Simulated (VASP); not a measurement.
# Au (Pm-3m) in VASP: a series of runs, part 2 of 2

VASP 6.6.1. Earlier steps stand in the parts before.

### 3 Band structure, r2SCAN

The input, INCAR:

```
PREC     = Accurate       # precision mode
ENCUT    = 520            # plane-wave cutoff, eV
EDIFF    = 1E-6           # SCF threshold, eV
ISMEAR   = -1             # smearing method
SIGMA    = 0.05           # smearing width, eV
LREAL    = F              # projectors in reciprocal space
LASPH    = T              # aspherical terms in the spheres
NELM     = 100            # most SCF steps
ALGO     = Normal         # electronic algorithm
ISIF     = 2              # what is computed and relaxed
LWAVE    = F              # write WAVECAR
LCHARG   = F              # write CHGCAR
LMAXMIX  = 4              # l up to which the mixer works
METAGGA  = R2SCAN         # meta-GGA
LMIXTAU  = T
```

The input, KPOINTS:

```
regular mesh
0
Gamma
  10 10 10
```

The input, POSCAR:

```
Au
1.0
    2.7484100000      0.0000000000      0.0000000000
    0.0000000000      2.7484100000      0.0000000000
    0.0000000000      0.0000000000      2.7484100000
Au
1
Direct
    0.5000000000      0.5000000000      0.5000000000
```

The input, KPOINTS_OPT:

```
path GXMGRX,MR
15
line-mode
reciprocal
 0.0000000000  0.0000000000  0.0000000000  G
 0.0000000000  0.5000000000  0.0000000000  X

 0.0000000000  0.5000000000  0.0000000000  X
 0.5000000000  0.5000000000  0.0000000000  M

 0.5000000000  0.5000000000  0.0000000000  M
 0.0000000000  0.0000000000  0.0000000000  G

 0.0000000000  0.0000000000  0.0000000000  G
 0.5000000000  0.5000000000  0.5000000000  R

 0.5000000000  0.5000000000  0.5000000000  R
 0.0000000000  0.5000000000  0.0000000000  X

 0.5000000000  0.5000000000  0.0000000000  M
 0.5000000000  0.5000000000  0.5000000000  R
```

Potentials or basis: VASP PAW PBE potentials, release 64 (Au).

Launch:

```console
$ cat potpaw_PBE.64/Au/POTCAR > POTCAR
$ mpirun -np 1 vasp_std > vasp.out
```

It took 40 s on 1 thread of Intel Xeon Platinum 8375C at 2.90GHz (Ice Lake), shared host; peak memory 0.14 GiB.

Results (log left out):

```yaml
Free_energy: -50.3974 eV
Pressure: -3.0 GPa
Band_gap_along_the_path: none (metal or under the smearing width)
```

Levels at the corners of the path, in eV from the Fermi level:
| point | band 3 | band 4 | band 5 | band 6 | band 7 | band 8 |
| --- | --- | --- | --- | --- | --- | --- |
| Γ | -5.90 | -1.66 | -1.66 | -1.66 | 14.39 | 14.39 |
| X | -3.11 | -3.11 | -1.52 | -0.29 | 2.06 | 17.15 |
| X | -3.11 | -3.11 | -1.52 | -0.29 | 2.06 | 17.15 |
| M | -2.86 | -2.86 | -0.42 | 4.07 | 4.07 | 6.58 |
| M | -2.86 | -2.86 | -0.42 | 4.07 | 4.07 | 6.58 |
| Γ | -5.90 | -1.66 | -1.66 | -1.66 | 14.39 | 14.39 |
| Γ | -5.90 | -1.66 | -1.66 | -1.66 | 14.39 | 14.39 |
| R | -5.16 | -0.33 | -0.33 | 8.73 | 8.73 | 8.73 |
| R | -5.16 | -0.33 | -0.33 | 8.73 | 8.73 | 8.73 |
| X | -3.11 | -3.11 | -1.52 | -0.29 | 2.06 | 17.15 |
| M | -2.86 | -2.86 | -0.42 | 4.07 | 4.07 | 6.58 |
| R | -5.16 | -0.33 | -0.33 | 8.73 | 8.73 | 8.73 |

Caveat: the PAW data sets were made with another functional, which shifts forces and pressure a little; spin-orbit coupling is left out, which moves the levels of the heavy elements.

### 4 Band structure, SCAN

INCAR, as its differences from that of step 3:

```diff
@@ -13,3 +13,3 @@
 LMAXMIX  = 4              # l up to which the mixer works
-METAGGA  = R2SCAN         # meta-GGA
+METAGGA  = SCAN           # meta-GGA
 LMIXTAU  = T
```

KPOINTS is that of step 3.

POSCAR is that of step 3.

KPOINTS_OPT is that of step 3.

Launch:

```console
$ cat potpaw_PBE.64/Au/POTCAR > POTCAR
$ mpirun -np 1 vasp_std > vasp.out
```

It took 57 s on 1 thread of Intel Xeon Platinum 8375C at 2.90GHz (Ice Lake), shared host; peak memory 0.14 GiB.

Results (log left out):

```yaml
Free_energy: -69.0104 eV
Pressure: -6.7 GPa
Band_gap_along_the_path: none (metal or under the smearing width)
```

Levels at the corners of the path, in eV from the Fermi level:
```csv
point,band 1,band 2,band 3,band 4,band 5,band 6,band 7,band 8,band 9
Γ,-8.07,-5.77,-5.77,-1.57,-1.57,-1.57,14.31,14.31,14.31
X,-5.95,-5.37,-3.04,-3.04,-1.43,-0.29,2.16,17.36,19.27
X,-5.95,-5.37,-3.04,-3.04,-1.43,-0.29,2.16,17.36,19.26
M,-5.74,-5.06,-2.79,-2.79,-0.14,3.95,3.95,6.47,12.24
M,-5.74,-5.06,-2.79,-2.79,-0.14,3.95,3.95,6.47,12.24
Γ,-8.07,-5.77,-5.77,-1.57,-1.57,-1.57,14.31,14.31,14.31
Γ,-8.07,-5.77,-5.77,-1.57,-1.57,-1.57,14.31,14.31,14.31
R,-5.09,-5.09,-5.09,-0.05,-0.05,8.47,8.47,8.47,10.97
R,-5.09,-5.09,-5.09,-0.05,-0.05,8.47,8.47,8.47,10.97
X,-5.95,-5.37,-3.04,-3.04,-1.43,-0.29,2.16,17.36,19.26
M,-5.74,-5.06,-2.79,-2.79,-0.14,3.95,3.95,6.47,12.24
R,-5.09,-5.09,-5.09,-0.05,-0.05,8.47,8.47,8.47,10.97
```

Caveat: the PAW data sets were made with another functional, which shifts forces and pressure a little; spin-orbit coupling is left out, which moves the levels of the heavy elements.

### 5 Band structure, TPSS

INCAR, as its differences from that of step 4:

```diff
@@ -13,3 +13,3 @@
 LMAXMIX  = 4              # l up to which the mixer works
-METAGGA  = SCAN           # meta-GGA
+METAGGA  = TPSS           # meta-GGA
 LMIXTAU  = T
```

KPOINTS is that of step 4.

POSCAR is that of step 4.

KPOINTS_OPT is that of step 4.

Launch:

```console
$ cat potpaw_PBE.64/Au/POTCAR > POTCAR
$ mpirun -np 1 vasp_std > vasp.out
```

It took 49 s on 1 thread of Intel Xeon Platinum 8375C at 2.90GHz (Ice Lake), shared host; peak memory 0.14 GiB.

It converged, with:

* Free energy: -3.1822 eV
* Pressure: -2.8 GPa
* Band gap along the path: none (metal or under the smearing width)

Levels at the corners of the path, in eV from the Fermi level:
```
point  band 1  band 2  band 3  band 4  band 5  band 6  band 7  band 8  band 9
    Γ   -7.80   -5.62   -5.62   -1.48   -1.48   -1.48   13.91   13.91   13.91
    X   -5.68   -5.22   -2.92   -2.92   -1.35   -0.53    2.07   16.36   18.45
    X   -5.68   -5.22   -2.92   -2.92   -1.35   -0.53    2.07   16.36   18.45
    M   -5.65   -4.86   -2.66   -2.66   -0.31    3.88    3.88    6.50   11.16
    M   -5.65   -4.86   -2.66   -2.66   -0.31    3.88    3.88    6.50   11.16
    Γ   -7.80   -5.62   -5.62   -1.48   -1.48   -1.48   13.91   13.91   13.91
    Γ   -7.80   -5.62   -5.62   -1.48   -1.48   -1.48   13.91   13.91   13.91
    R   -4.95   -4.95   -4.95   -0.22   -0.22    8.59    8.59    8.59    9.82
    R   -4.95   -4.95   -4.95   -0.22   -0.22    8.59    8.59    8.59    9.82
    X   -5.68   -5.22   -2.92   -2.92   -1.35   -0.53    2.07   16.36   18.45
    M   -5.65   -4.86   -2.66   -2.66   -0.31    3.88    3.88    6.50   11.16
    R   -4.95   -4.95   -4.95   -0.22   -0.22    8.59    8.59    8.59    9.82
```

Caveat: the PAW data sets were made with another functional, which shifts forces and pressure a little; spin-orbit coupling is left out, which moves the levels of the heavy elements.

### 6 Band structure, TB-mBJ

POSCAR is that of step 5.

The input, INCAR.step1:

```
PREC     = Accurate       # precision mode
ENCUT    = 520            # plane-wave cutoff, eV
EDIFF    = 1E-5           # SCF threshold, eV
ISMEAR   = -1             # smearing method
SIGMA    = 0.05           # smearing width, eV
LREAL    = F              # projectors in reciprocal space
LASPH    = T              # aspherical terms in the spheres
NELM     = 100            # most SCF steps
ALGO     = Normal         # electronic algorithm
ISIF     = 2              # what is computed and relaxed
LWAVE    = T              # write WAVECAR
LCHARG   = F              # write CHGCAR
LMAXMIX  = 4              # l up to which the mixer works
GGA      = PE             # functional
```

The input, INCAR.step2:

```
PREC     = Accurate       # precision mode
ENCUT    = 520            # plane-wave cutoff, eV
EDIFF    = 1E-6           # SCF threshold, eV
ISMEAR   = -1             # smearing method
SIGMA    = 0.05           # smearing width, eV
LREAL    = F              # projectors in reciprocal space
LASPH    = T              # aspherical terms in the spheres
NELM     = 100            # most SCF steps
ALGO     = Normal         # electronic algorithm
ISIF     = 2              # what is computed and relaxed
LWAVE    = F              # write WAVECAR
LCHARG   = F              # write CHGCAR
LMAXMIX  = 4              # l up to which the mixer works
METAGGA  = MBJ            # meta-GGA
ISTART   = 1
```

KPOINTS is that of step 5.

KPOINTS_OPT is that of step 5.

Potentials or basis: VASP PAW PBE potentials, release 64 (Au).

Launch:

```console
$ cat potpaw_PBE.64/Au/POTCAR > POTCAR
$ cp INCAR.step1 INCAR
$ mpirun -np 1 vasp_std > vasp.out
$ cp INCAR.step2 INCAR
$ mpirun -np 1 vasp_std > vasp.out
```

Run time: 64 s. Hardware: 1 thread of Intel Xeon Platinum 8375C at 2.90GHz (Ice Lake), shared host; peak memory 0.13 GiB.

It converged, with:

* Band gap along the path: none (metal or under the smearing width)

Levels at the corners of the path, in eV from the Fermi level:
```csv
point,band 1,band 2,band 3,band 4,band 5,band 6,band 7,band 8,band 9
Γ,-7.57,-5.83,-5.83,-1.88,-1.88,-1.88,14.00,14.00,14.00
X,-5.71,-5.45,-3.24,-3.24,-1.75,-0.22,1.88,16.32,18.52
X,-5.71,-5.45,-3.24,-3.24,-1.75,-0.22,1.88,16.32,18.52
M,-5.78,-5.06,-3.00,-3.00,-0.68,4.07,4.07,6.37,11.38
M,-5.78,-5.06,-3.00,-3.00,-0.68,4.07,4.07,6.37,11.38
Γ,-7.57,-5.83,-5.83,-1.88,-1.88,-1.88,14.00,14.00,14.00
Γ,-7.57,-5.83,-5.83,-1.88,-1.88,-1.88,14.00,14.00,14.00
R,-5.16,-5.16,-5.16,-0.59,-0.59,8.69,8.69,8.69,10.24
R,-5.16,-5.16,-5.16,-0.59,-0.59,8.69,8.69,8.69,10.24
X,-5.71,-5.45,-3.24,-3.24,-1.75,-0.22,1.88,16.32,18.52
M,-5.78,-5.06,-3.00,-3.00,-0.68,4.07,4.07,6.37,11.38
R,-5.16,-5.16,-5.16,-0.59,-0.59,8.69,8.69,8.69,10.24
```

Caveat: the PAW data sets were made with another functional, which shifts forces and pressure a little; spin-orbit coupling is left out, which moves the levels of the heavy elements.

### 7 The runs side by side

| level | further INCAR settings | pressure (GPa) |
| --- | --- | --- |
| PW91 | ALGO = Fast; EDIFF = 1e-06 | 0.6 |
| r2SCAN | ALGO = Normal; EDIFF = 1e-06 | -3.0 |
| SCAN | ALGO = Normal; EDIFF = 1e-06 | -6.7 |
| TPSS | ALGO = Normal; EDIFF = 1e-06 | -2.8 |
| TB-mBJ | ALGO = Normal; EDIFF = 1e-06 | - |

Alike in all rows: task band structure; potentials or basis VASP PAW PBE potentials, release 64 (Au); no spin polarisation; cell as given; k mesh 10 × 10 × 10; cutoff (eV) 520; smearing fermi-dirac 0.05 eV.

The pressure there spans -6.7 GPa (SCAN) to 0.6 GPa (PW91); a positive pressure means that this level wants a larger cell, a negative one a smaller.

Caveats: the PAW data sets were made with another functional, which shifts forces and pressure a little; spin-orbit coupling is left out, which moves the levels of the heavy elements.

Absolute energies hang on the potentials; compare differences alone.
